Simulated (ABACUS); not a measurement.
**CoO under changes of volume**

One of the cells (9.578 Å³/atom); the others are scaled copies at fixed shape and fractional positions:

```
CELL_PARAMETERS angstrom
1.50547 0.86918 2.43993
-1.50547 0.86918 2.43993
0.00000 -1.73837 2.43993
ATOMIC_POSITIONS crystal
Co 0.00000 0.00000 0.00000
O 0.50000 0.50000 0.50000
```

The cell is a database's computed one.

```yaml
Program: ABACUS 3.10.1
Functional: PBE
Potentials_or_basis: PseudoDojo NC SR 0.4.1 PBE standard
Cutoff: 1361 eV
Density_cutoff: 5442 eV
Basis: DZP LCAO (the cutoffs set its grid)
k_mesh: 11 × 11 × 11
Occupations: fermi-dirac, width 0.05 eV
Spin: collinear spin, ferromagnetic start
Starting_moments: "[2.0, 0.0] μB"
```

```csv
volume (Å³/atom),energy over the lowest point (meV/atom),pressure (GPa),moment (μB per cell)
9.003,24.08,13.1,2.86
9.195,?,?,?
9.387,3.22,4.6,2.96
9.578,0.00,0.8,2.98
9.770,1.24,-2.7,2.99
9.961,6.75,-6.0,3.00
10.153,15.77,-8.9,3.00
```

Q: What does the run at 9.195 Å³/atom give?

A: Energy over the lowest point 11.19 meV/atom; pressure 8.7 GPa; moment 2.91 μB per cell.

Worked out: A Birch-Murnaghan fit of order 3 (a polynomial in V^(-2/3)) to the other rows has its minimum at 9.62 Å³/atom with B0 = V·E''(V) = 182 GPa (rough, since the energies scatter) at fixed shape and positions, which overstates the stiffness. It gives 11.06 meV/atom at 9.195 Å³/atom, against the run's 11.19, and -dE/dV = 8.7 GPa, against 8.7. A parabola through the other rows of the moment, of slope 0.233 μB per Å³/atom there, gives 2.91 μB, against the run's 2.91.

Energies are extrapolated to zero smearing.

Caveats: the atomic orbitals were generated for these runs and aren't a published set; the basis of atomic orbitals isn't converged, which shifts pressures, moduli and gaps; a cell with one magnetic atom can't hold antiferromagnetic order, which such compounds often take.
